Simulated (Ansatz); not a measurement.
**Te2Pt: a single-point run**

The task is a single-point run on Te2Pt. The structure is shown as the input types it.

The COD entry's cell or inner coordinates are ideal or old and differ from later refinements, so a difference from it is no clean test against experiment.

Computed with Ansatz 0.2.0 (density functional or hybrid calculation with the settings of its input, plane waves (as first typed), unless a step's input says otherwise).

4 further runs of the same task are left out: 2 for a known fault of the program, 2 that didn't finish.

### Step 1. The structure to begin with

Symmetry: P-3m1, No. 164, trigonal system. The conventional cell has a = 4.038 Å, b = 4.038 Å, c = 5.311 Å, α = 90.00°, β = 90.00°, γ = 120.00°. Te (site symmetry 3m) has 3 Pt at 2.70 Å as nearest neighbours. Around Pt (site symmetry -3m) lie 6 Te at 2.70 Å.

Structure file:

```xyz
3
Lattice="4.0382 0.0000 0.0000 -2.0191 3.4972 0.0000 0.0000 0.0000 5.3109" Properties=species:S:1:pos:R:3 pbc="T T T"
Te    0.0000    2.3314    1.3641
Te    2.0191    1.1657    3.9468
Pt    0.0000    0.0000    0.0000
```

### Step 2. The run

input.yaml

```yaml
crystal:
  lattice:
    - [4.0381735142, 0.0, 0.0]
    - [-2.0190867571, 3.4971608482, 0.0]
    - [0.0, 0.0, 5.3109405872]
  atoms:
    - { symbol: Te, position: [0.3333333333, 0.6666666667, 0.2568471026] }
    - { symbol: Te, position: [0.6666666667, 0.3333333333, 0.7431528974] }
    - { symbol: Pt, position: [0.0, 0.0, 0.0] }
kpoints:
  mp_grid: { grid: [1, 1, 1] }
hamiltonian:
  xc: pbe
scf:
  occupations: { method: fermi_dirac, width: 0.02 }
  n_extra_bands: 4
output:
  forces: true
  stress: true
  eigenvalues: true
```

Run with:

```console
$ ansatz run input.yaml --threads 4 --pin off --max-ram 3686MiB --backend cpu --events-out ev --progress --plain --runs-dir out
```

Q: Will this input give a usable result? If not, why, and what should change?

The run converged and reported no error. It gives a pressure of 32 GPa, which is large; a structure far from rest gives such values too, whatever the setting.

In the input, kpoints.mp_grid.grid is [1, 1, 1]. Band dispersion is ignored when only one k-point is used.

Run again and compare: set kpoints.mp_grid.grid to [6, 6, 4].
